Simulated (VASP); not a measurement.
Runs of VASP 6.6.1 on MoSe2. It takes space group P6_3/mmc (No. 194, hexagonal). The conventional cell has a = 3.288 Å, b = 3.288 Å, c = 12.900 Å, α = 90.00°, β = 90.00°, γ = 120.00°. Mo (site symmetry -6m2) has 6 Se at 2.49 Å as nearest neighbours. Se (site symmetry 3m) has 3 Mo at 2.49 Å as nearest neighbours. 

| task | level | cell | cutoff (eV) | smearing | gap on the mesh (eV) | pressure (GPa) | relaxed volume (Å³/atom) | largest force (eV/Å) |
| --- | --- | --- | --- | --- | --- | --- | --- | --- |
| relaxation of cell and atoms | revPBE+D4 | relaxed | 600 | fermi-dirac 0.05 eV | 0.80 | 0.0 | 19.38 | 0.01 |
| relaxation of cell and atoms | PBEsol+D4 | relaxed | 600 | fermi-dirac 0.05 eV | 0.77 | 0.0 | 19.14 | 0.01 |
| relaxation of cell and atoms | revPBE+D3 | relaxed | 600 | fermi-dirac 0.05 eV | 0.98 | 0.0 | (c) | - |
| relaxation of cell and atoms | RPBE+D3(BJ) | relaxed | 600 | fermi-dirac 0.05 eV | 0.31 | 0.0 | 15.84 | 0.02 |
| single point | PBE | as given | 520 | gaussian 0.014 eV | 0.88 | 8.3 | - | 1.14 |
| relaxation of cell and atoms | PBEsol+rVV10 | relaxed | 600 | fermi-dirac 0.05 eV | 0.88 | 0.0 | (d) | - |
| relaxation of cell and atoms | RPBE+D3 | relaxed | 600 | fermi-dirac 0.05 eV | (a) | 0.0 | 20.85 | - |
| relaxation of cell and atoms | RPBE+D4 | relaxed | 600 | fermi-dirac 0.05 eV | (b) | 0.0 | 19.22 | - |
| relaxation of cell and atoms | revPBE+D3(BJ) | relaxed | 600 | fermi-dirac 0.05 eV | 0.73 | 0.0 | 18.96 | - |

Alike in all rows: potentials or basis VASP PAW PBE potentials, release 64 (Mo_sv, Se); no spin polarisation; k mesh 9 × 9 × 2.

Question: Fill in the values left out.

Answer: (a) 0.99; (b) 0.79; (c) 20.52; (d) 19.82.

Caveats: an odd mesh through Γ misses points on the zone boundary, where band edges often lie; the PAW data sets were made with another functional, which shifts forces and pressure a little (some runs); the volume moved by over 15 % at a fixed basis, so the end points are rough (some runs); the volume moved by -21 % from the deposited cell, more than functionals usually miss (some runs); the cell's inner coordinates are idealised or old, which leaves forces on the atoms (some runs); this functional lacks dispersion, which binds the layers, so the pressure and a relaxed spacing across them are unreliable (some runs).

A k mesh can miss the band edges, and the runs leave out spin-orbit coupling on Mo, Se.
